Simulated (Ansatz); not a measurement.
Wanted: the native input for an Ansatz 0.2.0 run.

```
Task                : relaxation of the atoms
Functional          : LDA
Potentials or basis : Ansatz PAW
Cutoff              : 420 eV (not typed: the program's choice for these potentials)
k mesh              : 8 × 8 × 8
Occupations         : fermi-dirac, width 0.05 eV
Spin                : non-collinear spin, ferromagnetic start, spin-orbit coupling
Starting moments    : [[0.0, 0.0, 0.5], [0.0, 0.0, 0.0]] μB
```

Crystal: CdS (Hawleyite).

```
CELL_PARAMETERS angstrom
0.00000 2.91650 2.91650
2.91650 0.00000 2.91650
2.91650 2.91650 0.00000
ATOMIC_POSITIONS crystal
Cd 0.03752 0.96263 0.00510
S 0.73498 0.76430 0.74528
```

The cell isn't the ideal one: atoms moved at random, drawn with an rms of 0.15 Å.

These files were run (other wordings do the same):

input.yaml

```yaml
crystal:
  lattice:
    - [0.0, 2.9165, 2.9165]
    - [2.9165, 0.0, 2.9165]
    - [2.9165, 2.9165, 0.0]
  atoms:
    - { symbol: Cd, position: [0.037523, -0.037366, 0.0051], spin: 0.5, spin_axis: [0.0, 0.0, 0.5] }
    - { symbol: S, position: [0.734978, 0.764301, 0.745284] }
hamiltonian:
  xc: lda
  pseudopotentials: { kind: paw_fr }
magnetization:
  noncollinear: true
  spin_orbit: true
kpoints:
  mp_grid: { grid: [8, 8, 8] }
scf:
  occupations: { method: fermi_dirac, width: 0.05 }
output:
  forces: true
  stress: true
  write_density: true
  write_potential: true
  elf: true
  volumetric_format: npy
relax:
  f_tol: 0.01
  max_steps: 40
```

Potentials or basis: Ansatz PAW.

Launch:

```bash
$ ansatz run input.yaml --threads 1 --pin off --max-ram 2560MiB --backend cpu --events-out ev --progress --plain --runs-dir out
```

It gave:

| Item | Value |
| --- | --- |
| Energy gained by relaxing | 59.0 meV/atom |
| Ionic steps | 4 |
| Pressure after relaxing | -2.5 GPa |
| Largest force after relaxing | 0.006 eV/Å |
| Band gap on the k mesh | 0.85 eV, direct |
| Net moment | 0.00 μB per cell |
| Absolute moment | 0.00 μB per cell |

Caveat: the PAW data sets come from PBE, with cores solved anew for the run's functional, which leaves a small shift of forces and pressure; the starting moments weren't kept; the thresholds are loose for stress.

Run time: 6.5 min on 1 thread of AMD EPYC 9R45 96-Core Processor (Zen 5), on a shared host, peak memory 1.7 GiB.
